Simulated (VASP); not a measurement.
Set up this calculation in VASP 6.6.1, as the native input.

```
Task                   : relaxation of cell and atoms
Functional             : PBE
Dispersion             : D3(BJ)
Potentials or basis    : VASP PAW PBE potentials, release 64 (Te, Pt)
Cutoff                 : 600 eV
k mesh                 : 6 × 6 × 4
Occupations            : gaussian, width 0.1 eV
Spin                   : no spin polarisation
Dipole correction      : no
Further INCAR settings : ALGO = Fast; EDIFF = 1e-07; IBRION = 2; EDIFFG = -0.05; NSW = 100; ISIF = 3
```

The structure of Te2Pt (Moncheite) lies in POSCAR:

```
Te2Pt
1.0
    4.0100000000      0.0000000000      0.0000000000
   -2.0050000000      3.4727618692      0.0000000000
    0.0000000000      0.0000000000      5.2010000000
Te Pt
2 1
Direct
    0.3333333333      0.6666666667      0.2500000000
    0.6666666667      0.3333333333      0.7500000000
    0.0000000000      0.0000000000      0.0000000000
```

The input as run:

INCAR

```
SYSTEM = Te2Pt
  PREC = Accurate
  ENCUT = 600
  EDIFF = 1E-7
  ISMEAR = 0
  SIGMA = 0.1
  LREAL = .FALSE.
  LASPH = .TRUE.
  NELM = 100
  ALGO = Fast
  ISIF = 3
  LWAVE = .FALSE.
  LCHARG = .FALSE.
  GGA = PE
  IVDW = 12
  IBRION = 2
  NSW = 100
  EDIFFG = -0.05
```

KPOINTS

```
Automatic mesh
0
G
  6 6 4
  0 0 0
```

Potentials or basis: VASP PAW PBE potentials, release 64 (Te, Pt).

Command:

```sh
$ cat potpaw_PBE.64/Te/POTCAR potpaw_PBE.64/Pt/POTCAR > POTCAR
$ mpirun -np 1 vasp_std > vasp.out
```

It gave:

```
Relaxed volume                         : 24.13 Å³/atom
Relaxed cell                           : a = 4.042 Å, b = 4.042 Å, c = 5.117 Å, α = 90.00°, β = 90.00°, γ = 120.00°
Space group after relaxing (to 0.05 Å) : P-3m1 (No. 164)
Energy gained by relaxing              : 30.1 meV/atom
Ionic steps                            : 10
Pressure after relaxing                : 0.3 GPa
Largest force after relaxing           : 0.009 eV/Å
Band gap on the k mesh                 : none (metal or under the smearing width)
Dispersion energy per atom             : -0.566 eV
```

Caveat: pairwise dispersion overbinds metals, which lowers pressure and volume; the relaxation stopped at a loose force limit of 0.05 eV/Å, so its end isn't a converged minimum.

It took 3.9 min on 1 thread of Intel(R) Xeon(R) Platinum 8488C (Sapphire Rapids), with other jobs on the host, peak memory 0.23 GiB.
